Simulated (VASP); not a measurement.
Input of a VASP 6.6.1 run:

Contents of INCAR:

```
SYSTEM = B
ALGO = Fast ; EDIFF = 1E-6
EDIFFG = -0.005 ; ENCUT = 600
IBRION = 2 ; ISIF = 3
ISMEAR = -1 ; LASPH = .True.
LCHARG = .False. ; LREAL = .False.
LWAVE = .False. ; NELM = 60
NSW = 40 ; PREC = Accurate
PSTRESS = 0 ; SIGMA = 0.05
```

File KPOINTS:

```
k-points
0
Gamma
  16 9 7
  0 0 0
```

POSCAR

```
B
1.0
    1.6245600000      0.0000000000      0.0000000000
    0.0000000000      2.8661500000      0.0000000000
    0.0000000000      0.0000000000      3.9144000000
B
2
Direct
    0.0000000000      0.5000000000      0.6092600000
    0.5000000000      0.0000000000      0.3907400000
```

Potentials or basis: VASP PAW LDA potentials, release 64 (B).

The run is started by

```bash
$ cat potpaw_LDA.64/B/POTCAR > POTCAR
$ mpirun -np 1 vasp_std > vasp.out
```

Task: What does it give for the band gap on the k mesh?

Result: None (metal or under the smearing width).

Task: Estimate the relaxed cell.

Result: a = 1.618 Å, b = 2.824 Å, c = 3.584 Å, α = 90.00°, β = 90.00°, γ = 90.00°.

Task: Predict the relaxed volume.

Result: 8.19 Å³/atom.

Final structure:
```
B
1.0
     1.61760    0.00000    0.00000
     0.00000    2.82440    0.00000
     0.00000    0.00000    3.58395
B
2
Cartesian
  0.0000 1.4122 2.1997
  0.8088 0.0000 1.3843
```
